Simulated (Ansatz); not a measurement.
# Be: changing the dispersion correction

The cell as given:

It takes space group P6_3/mmc (No. 194, hexagonal). The conventional cell has a = 2.285 Å, b = 2.285 Å, c = 3.584 Å, α = 90.00°, β = 90.00°, γ = 120.00°. Be (site symmetry -6m2) is surrounded by 12 Be at 2.23 to 2.29 Å.

Kept alike: task relaxation of cell and atoms; functional PBEsol; k mesh 13 × 13 × 8; occupations fermi-dirac, width 0.05 eV; no spin polarisation. Program: Ansatz, Ansatz PAW, cutoff 420 eV. The mesh is that of the run's cell of 2 atoms. No spin-orbit coupling.

| dispersion correction | volume (Å³/atom) | first edge of the run's cell (Å) | third edge of the run's cell (Å) |
| --- | --- | --- | --- |
| D3(BJ) | 7.492 | 2.225 | 3.495 |
| D3(BJ)-ATM | 7.582 | 2.234 | 3.508 |
| D4 | 7.767 | 2.253 | 3.533 |
| none | 7.846 | 2.261 | 3.543 |

The relaxations keep at least the cell's symmetry (P6_3/mmc). For a metal such a mesh leaves the last digits unconverged. Relaxations stop with a little pressure left, so the last digits of a volume or edge aren't settled. All rows use potentials made for PBE.

Q: What does the dispersion correction change here?

A: The volume runs from 7.492 (D3(BJ)) to 7.846 Å³/atom (none). Against no correction: D3(BJ) -4.5 %; D3(BJ)-ATM -3.4 %; D4 -1.0 %. Dispersion terms mostly attract and so lower the volume; the schemes' coefficients and damping set how far. The first edge of the run's cell runs from 2.225 (D3(BJ)) to 2.261 Å (none). The third edge of the run's cell runs from 3.495 (D3(BJ)) to 3.543 Å (none).
